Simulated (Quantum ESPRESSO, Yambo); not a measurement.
# A GW chain in Yambo: CdS (Hawleyite), part 2 of 3

Wanted: ground state, empty states, screening and self-energy for CdS (Hawleyite).

Quantum ESPRESSO 7.5 and Yambo 5.3.0; PBE and many-body steps on it, plane waves. Known limits of the many-body steps: not at the basis limit; no spin-orbit coupling; coarse k mesh.

So far. Step 2 (Ground state): The gap is direct, at Γ. Step 3 (Bands along the symmetry lines): The gap is 1.145 eV, as in the run before at this level.

### 4. Empty states on the mesh, 4×4×4 mesh, 125 bands

Level of this step: DFT, PBE, plane waves, norm-conserving pseudopotentials (Quantum ESPRESSO).

The sums over transitions need many empty states on a uniform mesh; this step solves for them.

Input file pw.in:

```
&control
  calculation = 'nscf'
  prefix = 'x'
  outdir = 'o'
  pseudo_dir = 'pseudo'
/
&system
  ibrav = 0
  nat = 2
  ntyp = 2
  ecutwfc = 94.0
  nbnd = 125
  force_symmorphic = .true.
/
&electrons
  conv_thr = 1e-9
  electron_maxstep = 80
  diago_full_acc = .true.
  diago_thr_init = 5e-6
/
ATOMIC_SPECIES
  Cd 112.41 Cd.upf
  S 32.06 S.upf
CELL_PARAMETERS angstrom
  -0.0000000000 2.9165000000 2.9165000000
  2.9165000000 -0.0000000000 2.9165000000
  2.9165000000 2.9165000000 -0.0000000000
ATOMIC_POSITIONS crystal
  Cd 0.0000000000 0.0000000000 0.0000000000
  S 0.2500000000 0.2500000000 0.2500000000
K_POINTS automatic
  4 4 4 0 0 0
```

Run with:

```
OMP_NUM_THREADS=1 mpirun -n 4 pw.x -nk 4 -in pw.in > pw.out
```

The program printed:

```text
[banner, memory and clock lines left out]
Program PWSCF v.7.5 starts

     Atomic positions and unit cell read from directory:
     o/x.save/

     Message from routine setup:
     using ibrav=0 with symmetry is DISCOURAGED, use correct ibrav instead

     G-vector sticks info

     bravais-lattice index     =            0
     lattice parameter (alat)  =       7.7943  a.u.
     unit-cell volume          =     334.8209 (a.u.)^3
     number of atoms/cell      =            2
     number of atomic types    =            2
     number of electrons       =        26.00
     number of Kohn-Sham states=          125
     kinetic-energy cutoff     =      94.0000  Ry
     charge density cutoff     =     376.0000  Ry
     Exchange-correlation= PBE
                           (   1   4   3   4   0   0   0)

     celldm(1)=   7.794277  celldm(2)=   0.000000  celldm(3)=   0.000000
     celldm(4)=   0.000000  celldm(5)=   0.000000  celldm(6)=   0.000000

     crystal axes: (cart. coord. in units of alat)
               a(1) = (  -0.000000   0.707107   0.707107 )
               a(2) = (   0.707107  -0.000000   0.707107 )
               a(3) = (   0.707107   0.707107  -0.000000 )

     reciprocal axes: (cart. coord. in units 2 pi/alat)
               b(1) = ( -0.707107  0.707107  0.707107 )
               b(2) = (  0.707107 -0.707107  0.707107 )
               b(3) = (  0.707107  0.707107 -0.707107 )
     Pseudo is Norm-conserving + core correction, Zval = 20.0
     Generated using ONCVPSP code by D. R. Hamann
     Using radial grid of 1368 points,  6 beta functions with:
     Pseudo is Norm-conserving + core correction, Zval =  6.0
     Generated using ONCVPSP code by D. R. Hamann
     Using radial grid of 1146 points,  6 beta functions with:
     Cd               20.00   112.41000     Cd( 1.00)
     S                 6.00    32.06000     S ( 1.00)

     24 Sym. Ops. (no inversion) found

   Cartesian axes

     site n.     atom                  positions (alat units)
         1        Cd     tau(   1) = (   0.0000000   0.0000000   0.0000000  )
         2        S      tau(   2) = (   0.3535534   0.3535534   0.3535534  )

     number of k points=     8
                       cart. coord. in units 2pi/alat
        k(    1) = (   0.0000000   0.0000000   0.0000000), wk =   0.0312500
        k(    2) = (   0.1767767   0.1767767  -0.1767767), wk =   0.2500000
        k(    3) = (  -0.3535534  -0.3535534   0.3535534), wk =   0.1250000
[...]
k(    7) = (  -0.7071068   0.0000000   0.0000000), wk =   0.0937500
        k(    8) = (  -0.7071068   0.3535534   0.0000000), wk =   0.1875000

     Dense  grid:    41151 G-vectors     FFT dimensions: (  50,  50,  50)

     The potential is recalculated from file :
     o/x.save/charge-density

     Starting wfcs are   14 randomized atomic wfcs +  111 random wfcs

     Band Structure Calculation

     End of band structure calculation

          k = 0.0000 0.0000 0.0000 (  5065 PWs)   bands (ev):

   -94.3756 -55.4396 -55.4396 -55.4396  -5.3823  -0.7407  -0.7407  -0.7407
    -0.2617  -0.2617   6.9821   6.9821   6.9821   8.1268  13.5132  13.5132
    13.5132  18.3635  18.3635  18.4326  20.2843  20.2843  20.2843  22.5626
[...]
[... 4 further rows ...]
[...]
92.7758  94.8957  96.8538  96.8538  96.8538

          k = 0.1768 0.1768-0.1768 (  5156 PWs)   bands (ev):

[...]
[... 4 further rows ...]
[...]
96.8455  96.8941  97.7209  97.7209  97.9848

          k =-0.3536-0.3536 0.3536 (  5168 PWs)   bands (ev):

[...]
65.8940  67.6525  67.7258  67.7258  68.1298  68.1298  69.2984  69.8215
     [... 4 further rows ...]
    93.2452  93.2452  93.5800  93.5800  94.6266  95.5520  95.7502  95.7502
    95.9149  95.9149  98.1863  98.1863  98.8048

          k = 0.3536 0.0000 0.0000 (  5105 PWs)   bands (ev):

     [... further k-points ...]

     highest occupied, lowest unoccupied level (ev):     6.9821    8.1268

     XML data file, pseudopotentials, collected wavefunctions
```

The job ended after 14 s (4 MPI ranks of Arm Neoverse V1, shared host; peak memory 0.43 GiB).

Numbers from this step:

```
gap                                                           : 1.145 eV
k of the valence top                                          : 0, 0, 0
k of the conduction bottom                                    : 0, 0, 0
least direct gap                                              : 1.145 eV
k points computed                                             : 8
lowest point of the top converged band, above the valence top : 89.8717 eV
```

On this mesh the gap is 1.145 eV.

### 5. Conversion and set-up

This step: Yambo 5.3.0; conversion and set-up on PBE, plane waves, norm-conserving pseudopotentials.

The states are converted to the many-body program's format and the q mesh is built.

Run with:

```
(cd o/x.save; p2y > p2y.log; mv SAVE ../..); yambo > setup.log
```

The program printed:

```text
 Yambo, version 5.3.0

 [02] CORE Variables Setup
 =========================

  [02.01] Unit cells
  ==================

  Cell kind             :  FCC
  Atoms in the cell     :  Cd  S
  number of Cd atoms    :  1
  number of S  atoms    :  1

  List of atomic masses
  Mass of Cd    :  112.4100
  Mass of S     :  32.06000

  List of atomic coordinates    : [cc]
  Cd1       :  0.000000  0.000000  0.000000  order 1
  S1       :  2.755693  2.755693  2.755693  order 2

  Alat factors          :  5.511386  5.511386  5.511386 [a.u.]
  Direct lattice volume :  334.8209 [a.u.]
  Direct lattice vectors:  A[ 1 ]  A[ 2 ]  A[ 3 ]
   A[ 1 ]: -0.000000  1.000000  1.000000  [iru]
  -0.000000  5.511386  5.511386  [cc]
   A[ 2 ]:  1.000000 -0.000000  1.000000  [iru]
   5.511386 -0.000000  5.511386  [cc]
   A[ 3 ]:  1.000000  1.000000 -0.000000  [iru]
   5.511386  5.511386 -0.000000  [cc]

  Recip. lattice volume :  0.740845 [a.u.]
  Recip. lattice vectors:  B[ 1 ]  B[ 2 ]  B[ 3 ]
   B[ 1 ]: -0.500000  0.500000  0.500000  [iku]
  -0.570019  0.570019  0.570019  [cc]
   B[ 2 ]:  0.500000 -0.500000  0.500000  [iku]
   0.570019 -0.570019  0.570019  [cc]
   B[ 3 ]:  0.500000  0.500000 -0.500000  [iku]
   0.570019  0.570019 -0.570019  [cc]

  [02.02] Symmetries
  ==================

  Inversion symmetry    : yes
  Spatial inversion     : no
  Inversion index       :  25
  K-space Time-reversal : yes
  Magnetic symmetries   : no
  Time-reversal derived K-space symmetries:   25   48
  Group table correct   : yes
  Symmetries units      :  [cc]

   [S  1]:   1.0000     -0.15363E-16 -0.15363E-16 -0.15363E-16   1.0000      0.15363E-16  0.15363E-16  0.15363E-16   1.0000
   [S  2]:  -1.0000      0.15363E-16 -0.15363E-16  0.15363E-16  -1.0000      0.15363E-16 -0.15363E-16 -0.15363E-16   1.0000
   [S  3]:  -1.0000     -0.15363E-16  0.15363E-16  0.15363E-16   1.0000     -0.15363E-16 -0.15363E-16  0.15363E-16  -1.0000
[...]
[S  9]: -0.15363E-16   1.0000     -0.15363E-16  0.15363E-16 -0.15363E-16   1.0000       1.0000      0.15363E-16  0.15363E-16
   [S 10]: -0.15363E-16  -1.0000      0.15363E-16  0.15363E-16  0.15363E-16  -1.0000       1.0000     -0.15363E-16 -0.15363E-16
     [... 36 further rows ...]
   [S*47]:   1.0000     -0.15363E-16  0.15363E-16 -0.15363E-16  0.15363E-16  -1.0000      0.15363E-16   1.0000     -0.15363E-16
   [S*48]:   1.0000      0.15363E-16 -0.15363E-16 -0.15363E-16 -0.15363E-16   1.0000      0.15363E-16  -1.0000      0.15363E-16

  [02.03] Reciprocal space
  ========================

  nG shells         :   388
  nG charge         :   41151
  nG WFs            :   6151
  nC WFs            :   5180
  G-vecs. in first 38 shells:  [ Number ]
     1    9   15   27   51   59   65   89  113
    137   169   181   229   259   283   307   331   339
    387   411   459   531   537   561   609   645   701
[...]
1139  1211
  ...
[...]
K/Q-points units:
  rlu = crystal or reduced units; cc = cartesian coordinates; iku = interal k-units

  K [1]          [rlu]:  0.000000  0.000000  0.000000
         WF components:   5065
  K [2]          [rlu]: -0.74775E-17 -0.74775E-17  0.25000
         WF components:   5156
  K [3]          [rlu]:  0.14955E-16  0.14955E-16 -0.50000
         WF components:   5168
  K [4]          [rlu]: -0.62139E-17  0.25000      0.25000
         WF components:   5105
  K [5]          [rlu]: -0.19138E-17  0.25000     -0.50000
         WF components:   5165
  [... 2 further k-points ...]
  K [8]          [rlu]:  0.250000 -0.500000 -0.250000
         WF components:   5180

  [02.05] Energies & Occupations
  ==============================

  [X] === General ===
  [X] Electronic Temperature                        :  0.000000  0.000000 [eV K]
  [X] Bosonic    Temperature                        :  0.000000  0.000000 [eV K]
  [X] Finite Temperature mode                       : no
  [X] El. density                                   :  0.52403E+24 [cm-3]
  [X] Fermi Level                                   :  6.982057 [eV]

  [X] === Gaps and Widths ===
  [X] Conduction Band Min                           :  1.144724 [eV]
  [X] Valence Band Max                              :  0.000000 [eV]
  [X] Filled Bands                                  :  13
  [X] Empty Bands                                   :   14  125
  [X] Direct Gap                                    :  1.144724 [eV]
  [X] Direct Gap localized at k                     :  1
  [X] Indirect Gap                                  :  1.144724 [eV]
  [X] Indirect Gap between kpts                     :  1  1
  [X] Last valence band width                       :  2.183510 [eV]
  [X] 1st conduction band width                     :  4.279643 [eV]

  E @ K [1]:  [eV]
  -101.3576  -62.4216  -62.4216  -62.4216  -12.3643   -7.7227   -7.7227   -7.7227
   -7.2437      -7.2437     -0.39276E-09 -0.10026E-09   0.0000       1.1447       6.5312       6.5312
    6.53119  11.38146  11.38146  11.45052  13.30225  13.30225  13.30225  15.58051
[...]
occ @ K [1]
[...]
E @ K [2]:  [eV]
[...]
occ @ K [2]
[...]
E @ K [3]:  [eV]
[...]
occ @ K [3]
[...]
E @ K [4]:  [eV]
[...]
occ @ K [4]
[...]
E @ K [5]:  [eV]
[...]
occ @ K [5]
[...]
[... 2 further k-points ...]
  E @ K [8]:  [eV]
[...]
occ @ K [8]
[...]
0.000000  0.000000  0.000000  0.000000  0.000000  0.000000  0.000000  0.000000
   0.000000  0.000000  0.000000  0.000000  0.000000  0.000000  0.000000  0.000000

 [03] Transferred momenta grid and indexing
 ==========================================

 IBZ Q-points                                      :   8
 BZ  Q-points                                      :   64

 K/Q-points units:
 rlu = crystal or reduced units; cc = cartesian coordinates; iku = interal k-units

 Q [1]          [rlu]:  0.000000  0.000000  0.000000
 Q [2]          [rlu]: -0.40681E-17 -0.40681E-17  0.25000
 Q [3]          [rlu]:  0.81362E-17  0.81362E-17 -0.50000
[...]
Q [7]          [rlu]:  0.12428E-16 -0.50000     -0.50000
 Q [8]          [rlu]:  0.250000 -0.500000 -0.250000

  [03.01] X indexes
  =================

   [03.01.01] Sigma indexes
   ========================

 [06] Game Over & Game summary
```

It took 2.9 s on 1 MPI rank; peak memory 0.25 GiB.

(Continued in part 3 of 3.)

[Paths, hosts, dates, memory and timing lines, banners, echoed tables and standing remarks are left out of the program output.]

[Logs are printed without paths, hosts, clocks, repeated set-up lines and the standing remarks that a program may print on its own settings, such as how far it seeks lower states.]

[Runs of the session that timed out or met a known fault of the program may be left out.]

[Hosts, paths, dates, database ids (printed as entryN), source tags and the programs' standing remarks are cut or masked in the printed files.]
